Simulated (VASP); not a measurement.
# H6C2O in VASP: a series of runs

The runs below take H6C2O through single point, with r2SCAN+D3(BJ).

Program: VASP 6.6.1. These are calculated values, not measurements. Logs are shortened: lines on timing, memory, paths and dates and some standing lists are left out, and cuts for length are marked.

**1. Starting point**

The cell holds a amorphous, 36 atoms: a = 7.529 Å, b = 7.529 Å, c = 7.529 Å, α = 90.00°, β = 90.00°, γ = 90.00°.

The cell was built by a generator and needn't be a form met in nature.

**2. Single point, r2SCAN+D3(BJ)**

Input file POSCAR:

```
H6C2O
1.0
    7.5290720000      0.0000000000      0.0000000000
    0.0000000000      7.5290720000      0.0000000000
    0.0000000000      0.0000000000      7.5290720000
C O H
8 4 24
Direct
    0.3253647082      0.0526858130      0.8340152108
    0.5093145647      0.1305596872      0.8567188483
    0.8835065664      0.1575929716      0.2921362247
    0.8285198352      0.2052575184      0.4795488057
    1.0338690558      0.6568644990      0.5217323405
    0.8572394371      0.7463613628      0.5520414818
    0.2159394816      0.5094395219      0.0683658011
    0.0275532172      0.5639351993      0.0252330685
    0.5135162734      0.2995567941      0.7705789526
    0.9739434911      0.1724671010      0.5971229963
    0.7521131385      0.6348771750      0.6704483776
   -0.0485940847      0.4439571888     -0.1006013864
    0.6334290207      0.3436334115      0.7766427958
    0.5414928505      0.1447085440      0.9985340938
    0.6104794911      0.0422001097      0.7980689355
    0.3191614865     -0.0793789428      0.8943821752
    0.2254834889      0.1367292023      0.8979194235
    0.2902501371      0.0426977925      0.6935407857
    0.9748007603      0.2595113129      0.6916629312
    0.7874307755      0.3447171577      0.4860349799
    0.7128035102      0.1256629905      0.5197819417
    0.7739472863      0.1792619473      0.1999007993
    0.9948495501      0.2393315304      0.2487137756
    0.9241076267      0.0184157413      0.2831915239
    0.6349065336      0.6844079292      0.6817555461
    0.8764416219      0.8782094113      0.6118074082
    0.7837854501      0.7618871739      0.4264480447
    1.1162831773      0.7417336258      0.4367652107
    1.1047436141      0.6350861810      0.6474446024
    1.0174829389      0.5274121836      0.4572520101
   -0.1306279303      0.5141551417     -0.1716188680
   -0.0541676440      0.5660996248      0.1460455762
    0.0267255119      0.6989174963     -0.0298703664
    0.2763597694      0.6057624754      0.1582816353
    0.2195540989      0.3799757912      0.1332600968
    0.2959304899      0.5004121364     -0.0521135786
```

Input file INCAR.step1:

```
SYSTEM = H6C2O
PREC     = Accurate       ! precision mode
ENCUT    = 520            ! plane-wave cutoff, eV
ISMEAR   = -1             ! smearing method
SIGMA    = 0.05           ! smearing width, eV
LREAL    = Auto         
LASPH    = .TRUE.         ! aspherical terms in the spheres
NELM     = 100            ! most SCF steps
NBANDS   = 64             ! bands
GGA      = PE             ! functional
ALGO     = Normal         ! electronic algorithm
EDIFF    = 1E-4           ! SCF threshold, eV
LWAVE    = .TRUE.         ! write WAVECAR
LCHARG   = .FALSE.        ! write CHGCAR
```

Input file INCAR.step2:

```
SYSTEM = H6C2O
PREC     = Accurate       ! precision mode
ENCUT    = 520            ! plane-wave cutoff, eV
EDIFF    = 1E-7           ! SCF threshold, eV
ISMEAR   = -1             ! smearing method
SIGMA    = 0.05           ! smearing width, eV
LREAL    = Auto         
LASPH    = .TRUE.         ! aspherical terms in the spheres
NELM     = 100            ! most SCF steps
ALGO     = Normal         ! electronic algorithm
ISIF     = 2              ! what is computed and relaxed
LWAVE    = .FALSE.        ! write WAVECAR
LCHARG   = .FALSE.        ! write CHGCAR
METAGGA  = R2SCAN         ! meta-GGA
LMIXTAU  = .TRUE.       
IVDW     = 12             ! dispersion correction
VDW_S6   = 1.0          
VDW_S8   = 0.78981345   
VDW_A1   = 0.49484001   
VDW_A2   = 5.73083694   
NBANDS   = 64             ! bands
ISTART   = 1
```

Input file KPOINTS:

```
Automatic mesh
0
G
  1 1 1
  0 0 0
```

Potentials or basis: VASP PAW PBE potentials, release 64 (C, O, H).

On the command line:

```bash
$ cat potpaw_PBE.64/C/POTCAR potpaw_PBE.64/O/POTCAR potpaw_PBE.64/H/POTCAR > POTCAR
$ cp INCAR.step1 INCAR
$ mpirun -np 1 vasp_gam > vasp.out
$ cp INCAR.step2 INCAR
$ mpirun -np 1 vasp_gam > vasp.out
```

OUTCAR:

```text
SYSTEM = H6C2O
   PREC = Accurate
   ENCUT = 520
   EDIFF = 1E-7
   ISMEAR = -1
   LREAL = Auto
   LASPH = .TRUE.
   NELM = 100
   ISIF = 2
   METAGGA = R2SCAN
   IVDW = 12
   ISTART = 1
 IVDW          = 12

 ion  position               nearest neighbor table
   1  0.325  0.053  0.834-  18 1.09  17 1.09  16 1.09   2 1.51
   2  0.509  0.131  0.857-  14 1.10  15 1.10   9 1.43   1 1.51
   3  0.884  0.158  0.292-  23 1.09  22 1.09  24 1.09   4 1.51
   4  0.829  0.205  0.480-  20 1.10  21 1.10  10 1.43   3 1.51
   5  0.034  0.657  0.522-  30 1.10  28 1.10  29 1.10   6 1.51
   6  0.857  0.746  0.552-  26 1.10  27 1.10  11 1.46   5 1.51
   7  0.216  0.509  0.068-  35 1.09  36 1.09  34 1.09   8 1.51
   8  0.028  0.564  0.025-  33 1.10  32 1.10  12 1.43   7 1.51
   9  0.514  0.300  0.771-  13 0.96   2 1.43
  10  0.974  0.172  0.597-  19 0.97   4 1.43
  11  0.752  0.635  0.670-  25 0.96   6 1.46
  12  0.951  0.444  0.899-  31 0.97   8 1.43
  13  0.633  0.344  0.777-   9 0.96
  14  0.541  0.145  0.999-   2 1.10
  15  0.610  0.042  0.798-   2 1.10
  16  0.319  0.921  0.894-   1 1.09
  17  0.225  0.137  0.898-   1 1.09
  18  0.290  0.043  0.694-   1 1.09
[... 16 lines left out ...]
  35  0.220  0.380  0.133-   7 1.09
  36  0.296  0.500  0.948-   7 1.09

  LATTYP: Found a simple cubic cell.
 ALAT       =     7.5290720000

  Lattice vectors:

 A1 = (   7.5290720000,   0.0000000000,   0.0000000000)
 A2 = (   0.0000000000,   7.5290720000,   0.0000000000)
 A3 = (   0.0000000000,   0.0000000000,   7.5290720000)

Analysis of symmetry for initial positions (statically):
=====================================================================
 Subroutine PRICEL returns:
 Original cell was already a primitive cell.

 Routine SETGRP: Setting up the symmetry group for a
 simple cubic supercell.

 Subroutine GETGRP returns: Found  1 space group operations
 (whereof  1 operations were pure point group operations)
 out of a pool of 48 trial point group operations.

The static configuration has the point symmetry C_1 .

Analysis of symmetry for dynamics (positions and initial velocities):
=====================================================================
 Subroutine PRICEL returns:
 Original cell was already a primitive cell.

 Routine SETGRP: Setting up the symmetry group for a
 simple cubic supercell.

 Subroutine GETGRP returns: Found  1 space group operations
 (whereof  1 operations were pure point group operations)
 out of a pool of 48 trial point group operations.

The dynamic configuration has the point symmetry C_1 .

 Subroutine INISYM returns: Found  1 space group operations
 (whereof  1 operations are pure point group operations),
 and found     1 'primitive' translations

----------------------------------------------------------------------------------------

                                     Primitive cell

  volume of cell :     426.7999

  direct lattice vectors                    reciprocal lattice vectors
     7.529072000  0.000000000  0.000000000     0.132818493  0.000000000  0.000000000
     0.000000000  7.529072000  0.000000000     0.000000000  0.132818493  0.000000000
     0.000000000  0.000000000  7.529072000     0.000000000  0.000000000  0.132818493

  length of vectors
     7.529072000  7.529072000  7.529072000     0.132818493  0.132818493  0.132818493

  position of ions in fractional coordinates (direct lattice)
     0.325364708  0.052685813  0.834015211
     0.509314565  0.130559687  0.856718848
     0.883506566  0.157592972  0.292136225
     0.828519835  0.205257518  0.479548806
     0.033869056  0.656864499  0.521732341
     0.857239437  0.746361363  0.552041482
[... 28 lines left out ...]
     0.219554099  0.379975791  0.133260097
     0.295930490  0.500412136  0.947886421

  ion indices of the primitive-cell ions
   primitive index   ion index
                 1           1
                 2           2
                 3           3
                 4           4
                 5           5
                 6           6
[... 28 lines left out ...]
                35          35
                36          36

----------------------------------------------------------------------------------------

 KPOINTS: Automatic mesh

Automatic generation of k-mesh.
 Grid dimensions read from file:
 generate k-points for:    1    1    1

 Generating k-lattice:

  Cartesian coordinates                     Fractional coordinates (reciprocal lattice)
     0.132818493  0.000000000  0.000000000     1.000000000  0.000000000  0.000000000
     0.000000000  0.132818493  0.000000000     0.000000000  1.000000000  0.000000000
     0.000000000  0.000000000  0.132818493     0.000000000  0.000000000  1.000000000

  Length of vectors
     0.132818493  0.132818493  0.132818493

  Shift w.r.t. Gamma in fractional coordinates (k-lattice)
     0.000000000  0.000000000  0.000000000

 Subroutine IBZKPT returns following result:
 ===========================================

 Found      1 irreducible k-points:

 Following reciprocal coordinates:
            Coordinates               Weight
  0.000000  0.000000  0.000000      1.000000
   k-points           NKPTS =      1   k-points in BZ     NKDIM =      1   number of bands    NBANDS=     64
   number of dos      NEDOS =    301   number of ions     NIONS =     36
   total plane-waves  NPLWV = 175616
   dimension x,y,z NGX =    56 NGY =   56 NGZ =   56
   dimension x,y,z NGXF=   112 NGYF=  112 NGZF=  112
   ions per type =               8   4  24
   NGX,Y,Z   is equivalent  to a cutoff of  12.37, 12.37, 12.37 a.u.
   NGXF,Y,Z  is equivalent  to a cutoff of  24.73, 24.73, 24.73 a.u.
 SYSTEM =  H6C2O
   PREC   = accura    normal or accurate (medium, high low for compatibility)
   ISTART =      1    job   : 0-new  1-cont  2-samecut
   ICHARG =      0    charge: 1-file 2-atom 10-const
   ISPIN  =      1    spin polarized calculation?
   LNONCOLLINEAR =      F non collinear calculations
   LSORBIT =      F    spin-orbit coupling
   LASPH  =      T    aspherical Exc in radial PAW
   ENCUT  =  520.0 eV  38.22 Ry    6.18 a.u.  14.00 14.00 14.00*2*pi/ulx,y,z
   NELM   =    100;   NELMIN=  2; NELMDL=  0     # of ELM steps
   EDIFF  = 0.1E-06   stopping-criterion for ELM
   LREAL  =      T    real-space projection
   EDIFFG = 0.1E-05   stopping-criterion for IOM
   NSW    =      0    number of steps for IOM
   IBRION =     -1    ionic relax: 0-MD 1-quasi-New 2-CG
   NFREE  =      0    steps in history (QN), initial steepest desc. (CG)
   ISIF   =      2    stress and relaxation
   ISYM   =      2    0-nonsym 1-usesym 2-fastsym
   POTIM  = 0.5000    time-step for ionic-motion
   TEBEG  =    0.0;   TEEND  =   0.0 temperature during run
   PSTRESS=    0.0 pullay stress
   NELECT =      80.0000    total number of electrons
   NUPDOWN=      -1.0000    fix difference up-down
   EMIN   =  10.00;   EMAX   =-10.00  energy-range for DOS
   EFERMI =   0.00;   METHOD = LEGACY
   ISMEAR =    -1;   SIGMA  =   0.05  broadening in eV -4-tet -1-fermi 0-gaus
   EFERMI_NEDOS =   21; number of points for ismear=-14 and -15
   IALGO  =     38    algorithm
   IMIX   =      4    mixing-type and parameters
     AMIX     =   0.40;   BMIX     =  1.00
     AMIX_MAG =   1.60;   BMIX_MAG =  1.00
  volume/ion in A,a.u.               =      11.86        80.01
  Fermi-wavevector in a.u.,A,eV,Ry     =   0.936907  1.770498 11.943135  0.877796
  Thomas-Fermi vector in A             =   2.063965
   LORBIT       =      0    0 simple, 1 ext, 2 COOP (PROOUT), +10 PAW based schemes
   METAGGA = R2SCAN    functional components
   LHFCALC =     F    Hartree Fock is set to
   AEXX    =    0.0000 exact exchange contribution
   IVDW    =    12    specifies the selected vdW correction
   LEPSILON=     F    determine dielectric tensor
   LRPA    =     F    only Hartree local field effects (RPA)
 non-spin polarized calculation
  energy-cutoff  :      520.00
  volume of cell :      426.80
 maximum number of plane-waves:      5730
 NGX is ok and might be reduce to    54
   NGX = 27   NGY = 27   NGZ = 27

 number of electron      80.0000006 magnetization

 Free energy of the ion-electron system (eV)
  ---------------------------------------------------
  ext. energy  EPLUGINS =         0.00000000
  ---------------------------------------------------
  free energy    TOTEN  =      -199.36298361 eV

  energy without entropy =     -199.36298361  energy(sigma->0) =     -199.36298361

 E-fermi :  -2.2867     XC(G=0):  -6.1399

 val. band max:       -3.5460494136   @ k =   0.0000   0.0000   0.0000
 cond. band min:       1.7566144416   @ k =   0.0000   0.0000   0.0000
 fundamental gap:      5.3026638553
 Fermi energy:        -2.2867294364

 k-point     1 :       0.0000    0.0000    0.0000
  band No.  band energies     occupation
      1     -24.7414      2.00000
      2     -23.9932      2.00000
      3     -23.9353      2.00000
      4     -23.7140      2.00000
      5     -17.1406      2.00000
      6     -16.7444      2.00000
[... 44 lines left out ...]
     51       5.4275      0.00000
     52       5.5154      0.00000
 [bands above 52 left out]

------------------------ aborting loop because EDIFF is reached ----------------------------------------

 Edisp (eV)   -0.58760

 E8    (eV) :    -0.0922

  FORCE on cell =-STRESS in cart. coord.  units (eV):
  Direction    XX          YY          ZZ          XY          YZ          ZX
  --------------------------------------------------------------------------------------
  -------------------------------------------------------------------------------------
  Total      -1.01024    -1.53199    -0.57896    -0.08311    -0.17388    -0.00103
  in kB      -3.79236    -5.75098    -2.17339    -0.31198    -0.65273    -0.00385
  external pressure =       -3.91 kB  Pullay stress =        0.00 kB

 VOLUME and BASIS-vectors are now :
 -----------------------------------------------------------------------------
  energy-cutoff  :      520.00
  volume of cell :      426.80
      direct lattice vectors                 reciprocal lattice vectors
     7.529072000  0.000000000  0.000000000     0.132818493  0.000000000  0.000000000
     0.000000000  7.529072000  0.000000000     0.000000000  0.132818493  0.000000000
     0.000000000  0.000000000  7.529072000     0.000000000  0.000000000  0.132818493

 POSITION                                       TOTAL-FORCE (eV/Angst)
 -----------------------------------------------------------------------------------
      2.44969      0.39668      6.27936        -0.001352      0.041858     -0.018546
      3.83467      0.98299      6.45030        -0.041667     -0.116778      0.051050
      6.65198      1.18653      2.19951         0.003012     -0.002907      0.054036
      6.23799      1.54540      3.61056        -0.049379     -0.046100     -0.151729
      0.25500      4.94558      3.92816         0.118826     -0.038784      0.043301
      6.45422      5.61941      4.15636        -0.123294      0.006016      0.012718
[... 28 lines left out ...]
      1.65304      2.86087      1.00332         0.000929     -0.050601      0.020898
      2.22808      3.76764      7.13671         0.028279     -0.005802     -0.044363
 -----------------------------------------------------------------------------------
    total drift:                                0.021725     -0.000440     -0.007959

  FREE ENERGIE OF THE ION-ELECTRON SYSTEM (eV)
  ---------------------------------------------------
  free  energy   TOTEN  =      -199.9505802382 eV

  energy  without entropy=     -199.9505802382  energy(sigma->0) =     -199.95058024
```

It took 6.1 min on 1 thread of AMD EPYC, shared host; peak memory 0.42 GiB.

Results:

| Property | Result |
| --- | --- |
| Free energy | -199.9506 eV |
| Pressure | -0.4 GPa |
| Largest force | 0.244 eV/Å |
| Band gap on the k mesh | 5.30 eV, direct |
| Dispersion energy per atom | -0.016 eV |

Forces in eV/Å, atoms in the order of the input:
```
C   -0.001  0.042 -0.019
C   -0.042 -0.117  0.051
C    0.003 -0.003  0.054
C   -0.049 -0.046 -0.152
C    0.119 -0.039  0.043
C   -0.123  0.006  0.013
C   -0.030  0.007 -0.009
C    0.116  0.074  0.141
O   -0.060 -0.011  0.010
O    0.038 -0.016 -0.044
O    0.204  0.050 -0.100
O   -0.012 -0.204 -0.058
H    0.128  0.100 -0.007
H   -0.014  0.020 -0.032
H   -0.039  0.029  0.030
H   -0.013  0.008 -0.015
H    0.055 -0.033 -0.042
H    0.009 -0.014  0.048
H    0.052  0.071  0.185
H    0.008  0.007  0.013
H   -0.005  0.026 -0.013
H   -0.043 -0.010 -0.038
H    0.025  0.002  0.015
H   -0.003  0.013  0.011
H   -0.122  0.034  0.052
H   -0.028 -0.120 -0.032
H    0.097 -0.040  0.129
H   -0.084 -0.105  0.074
H   -0.119  0.075 -0.200
H    0.041  0.118  0.060
H   -0.120  0.101 -0.167
H   -0.023 -0.022  0.019
H   -0.012  0.030 -0.027
H    0.018  0.022  0.029
H    0.001 -0.051  0.021
H    0.028 -0.006 -0.044
```

Caveat: the PAW data sets were made with another functional, which shifts forces and pressure a little. r2SCAN opens gaps a little over a GGA but as a rule still falls short of measured ones.

(Part 1 of 2 ends here.)
